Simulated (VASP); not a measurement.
# Ga: convergence, self-consistent run

Ga, I4/mmm (no. 139), 1 atom in the cell. PBEsol; PAW potentials Ga_d (PBE set). VASP 6.6.1.

Wanted: stress within 0.2 GPa.

What the run is for: stress; Accuracy asked: standard.

POSCAR:
```
Ga
1.0
   -1.3843987196      1.3843987196      2.2881115981
    1.3843987196     -1.3843987196      2.2881115981
    1.3843987196      1.3843987196     -2.2881115981
Ga
1
Direct
    0.0000000000      0.0000000000      0.0000000000
```

The series start from Plane-wave cutoff (eV): 370; Smearing width (eV): 0.1; k-point mesh: 18 × 18 × 18; Precision mode (PREC): Accurate; Electronic threshold (eV): 1e-6; Bands in all (NBANDS): 16; Aspherical gradient terms in the spheres (LASPH): yes; Electronic algorithm: ALGO=Normal; Use of symmetry (ISYM): defaults; Delay and inner steps: defaults. Each series keeps the choices made before it, and each single choice may use up half of a tolerance.

## Plane-wave cutoff (eV)

| Plane-wave cutoff (eV) | Stress, largest deviation (GPa) | SCF iterations | Time (s) |
|---|---|---|---|
| 230 | 21.27 | 9 | 28 |
| 280 | 1.17 | 10 | 30 |
| 330 | 0.11 | 10 | 64 |
| 370 | 0.48 | 10 | 77 |
| 430 | 0.28 | 10 | 83 |
| 500 | 0.04 | 10 | 85 |
| 600 (reference) | 0.00 | 10 | 91 |

Chosen: 500, the loosest value from which every tighter one stays within half of the tolerance.

## Smearing width (eV)

| Smearing width (eV) | Stress, largest deviation (GPa) | SCF iterations | Time (s) |
|---|---|---|---|
| 0.4 | 0.27 | 10 | 86 |
| 0.3 | 0.18 | 10 | 90 |
| 0.2 | 0.10 | 10 | 88 |
| 0.15 | 0.09 | 10 | 89 |
| 0.1 | 0.07 | 10 | 85 |
| 0.05 (reference) | 0.00 | 10 | 79 |

Chosen: 0.2.

## k-point mesh

| k-point mesh | Stress, largest deviation (GPa) | SCF iterations | Time (s) |
|---|---|---|---|
| 6 × 6 × 6 | 6.18 | 10 | 10 |
| 8 × 8 × 8 | 2.05 | 10 | 17 |
| 10 × 10 × 10 | 1.23 | 10 | 23 |
| 12 × 12 × 12 | 1.72 | 10 | 34 |
| 15 × 15 × 15 | 0.62 | 10 | 51 |
| 18 × 18 × 18 | 0.49 | 10 | 88 |
| 22 × 22 × 22 | 0.54 | 10 | 141 |
| 26 × 26 × 26 (reference) | 0.00 | 10 | 199 |

Chosen: 26 × 26 × 26; the next looser run is off by more than half of the tolerance, so convergence isn't shown beyond this value.

## Precision mode (PREC)

| Precision mode (PREC) | Stress, largest deviation (GPa) | SCF iterations | Time (s) |
|---|---|---|---|
| SingleN | 0.03 | 10 | 61 |
| Normal | 0.01 | 10 | 72 |
| Single | 0.05 | 10 | 212 |
| Accurate (reference) | 0.00 | 10 | 199 |

Chosen: SingleN.

## Electronic threshold (eV)

| Electronic threshold (eV) | Stress, largest deviation (GPa) | SCF iterations | Time (s) |
|---|---|---|---|
| 0.001 | 0.12 | 9 | 74 |
| 0.0001 | 0.26 | 9 | 68 |
| 1e-5 | 0.26 | 9 | 64 |
| 1e-6 | 0.04 | 10 | 61 |
| 1e-7 | 0.01 | 11 | 74 |
| 1e-8 (reference) | 0.00 | 13 | 74 |

Chosen: 1e-6.

## Bands in all (NBANDS)

| Bands in all (NBANDS) | Stress, largest deviation (GPa) | SCF iterations | Time (s) |
|---|---|---|---|
| 8 | 0.00 | 10 | 31 |
| 9 | 0.01 | 10 | 41 |
| 11 | 0.01 | 10 | 52 |
| 13 | 0.01 | 10 | 58 |
| 16 | 0.01 | 10 | 61 |
| 25 (reference) | 0.00 | 10 | 108 |

Chosen: 8.

## Aspherical gradient terms in the spheres (LASPH)

| Aspherical gradient terms in the spheres (LASPH) | Stress, largest deviation (GPa) | SCF iterations | Time (s) |
|---|---|---|---|
| yes | 0.00 | 10 | 31 |
| no | 0.00 | 10 | 32 |

Chosen: yes; no other choice that stays within half of the tolerance saves 30 % of the time.

## Electronic algorithm

| Electronic algorithm | Stress, largest deviation (GPa) | SCF iterations | Time (s) |
|---|---|---|---|
| ALGO=Normal | 0.00 | 10 | 31 |
| ALGO=Fast | 0.03 | 12 | 42 |
| ALGO=VeryFast | 0.16 | 32 | 81 |
| ALGO=All ISEARCH=1 | 0.08 | 13 | 40 |
| ALGO=All ISEARCH=0 | 0.08 | 13 | 35 |
| ALGO=Damped TIME=0.4 | 0.05 | 28 | 48 |
| ALGO=Damped TIME=0.1 | 0.05 | 52 | 85 |
| ALGO=Old Fast | 0.09 | 11 | 28 |

Chosen: ALGO=Normal.

## Use of symmetry (ISYM)

| Use of symmetry (ISYM) | Stress, largest deviation (GPa) | SCF iterations | Time (s) |
|---|---|---|---|
| defaults | 0.00 | 10 | 31 |
| ISYM=1 | 0.00 | 10 | 28 |
| ISYM=0 | 0.04 | 10 | 130 |
| ISYM=-1 | 0.04 | 10 | 186 |

Chosen: defaults.

## Delay and inner steps

| Delay and inner steps | Stress, largest deviation (GPa) | SCF iterations | Time (s) |
|---|---|---|---|
| defaults | 0.00 | 10 | 31 |
| NELMDL=-2 | 0.02 | 7 | 13 |
| NELMDL=-8 | 0.00 | 13 | 23 |
| NELMDL=-12 | 0.00 | 17 | 28 |
| NRMM=2 | 0.02 | 10 | 18 |
| NRMM=6 | 0.00 | 10 | 21 |
| WEIMIN=0.001 | 0.00 | 10 | 19 |

Chosen: NELMDL=-2, the fastest of those that stay within half of the tolerance.

## All choices together

| Input | Stress, largest deviation (GPa) | Time (s) |
|---|---|---|
| the program's defaults (naive) | 5.20 | 2.4 |
| chosen settings | 0.07 | 13 |
| reference settings throughout | 0.00 | 190 |

The chosen settings stay within the tolerance of the reference run, but the reference itself isn't shown to be converged in: k-point mesh.

Values of the reference run: Stress: 0.9151, 0, 0, 0, 0.9151, 0, 0, 0, 0.004223 GPa.

## The input

INCAR:
```
GGA = PS ; ISMEAR = 1
SIGMA = 0.2 ; LWAVE = F
LCHARG = F ; ISIF = 2
PREC = SingleN ; LASPH = T
LREAL = F ; ALGO = Normal
EDIFF = 1E-6 ; NELM = 120
GGA_COMPAT = F ; ENCUT = 500
KPAR = 2 ; NBANDS = 8
NELMDL = -2
```

KPOINTS:
```
Automatic mesh
0
Gamma
  26 26 26
  0 0 0
```

Commands:
```
cat potpaw_PBE.64/Ga_d/POTCAR > POTCAR
mpirun -np 2 vasp_std > vasp.out
```

The chosen input took VASP 6.6.1 13 s on 2 cores (Intel Xeon Platinum 8375C @ 2.90GHz (Ice Lake)), a shared host.

## An input that fails: smearing far too wide

It runs to its end, but against the unchanged starting input it is off by 3.14 GPa in the stress.

Changes against the starting input:
```
- ISMEAR = 1
- SIGMA = 0.1
- NELM = 120
+ ISMEAR = 0
+ SIGMA = 2.0
+ NELM = 75
```
